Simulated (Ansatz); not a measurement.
Relaxed ZrO2 (tetragonal-ZrO2 type, space group P4_2/nmc):

```
CELL_PARAMETERS angstrom
      3.58448     0.00000     0.00000
      0.00000     3.58448     0.00000
      0.00000     0.00000     5.17719
ATOMIC_POSITIONS crystal
  Zr 0.00000 0.00000 0.00000
  Zr 0.50000 0.50000 0.50000
  O  0.00000 0.50000 0.20147
  O  0.00000 0.50000 0.70147
  O  0.50000 0.00000 0.29853
  O  0.50000 0.00000 0.79853
```

In this cell atom 6 (O, nearest neighbour Zr at 2.074 Å; its periodic images, 3.6 Å or more away, move with it) is moved by s along Cartesian x, unit vector (1.000, 0.000, 0.000); all other atoms and the cell stay fixed.

Computed with PBEsol (plane waves to 420 eV, PAW, scalar-relativistic; Ansatz, a first-principles code). k mesh 8×8×5 (Γ-centred), Fermi-Dirac smearing 0.05 eV. Energies are smeared free energies. This is a high-temperature form of ZrO2. ZrO2 is run without spin polarisation. ZrO2 was relaxed with its symmetry unable to fall. The zero of ΔE is the undisplaced structure.

```csv
s (Å),ΔE (meV/cell)
-0.210,withheld
-0.168,238
-0.126,133
-0.084,59
-0.042,15
0.000,0
0.042,15
0.084,59
0.126,133
0.168,238
0.210,withheld
```

**Question.** Fit an even polynomial form (powers 2, 4) to the given rows and predict ΔE at s = 0.210.

**Answer.** Least squares on the 9 given rows: ΔE = (8326)·s² + (3740)·s⁴, in meV/cell with s in Å; root-mean-square residual 0.2 meV/cell. At 0.210 the fit gives 374 meV/cell; the calculation gives 376 meV/cell, so the extrapolation is off by -2 (-0.5 %). The quadratic term alone would give 367 meV/cell.

(A displaced cell: forces are minus the slopes of the energy, force constants its curvatures, and phonons follow from these.)
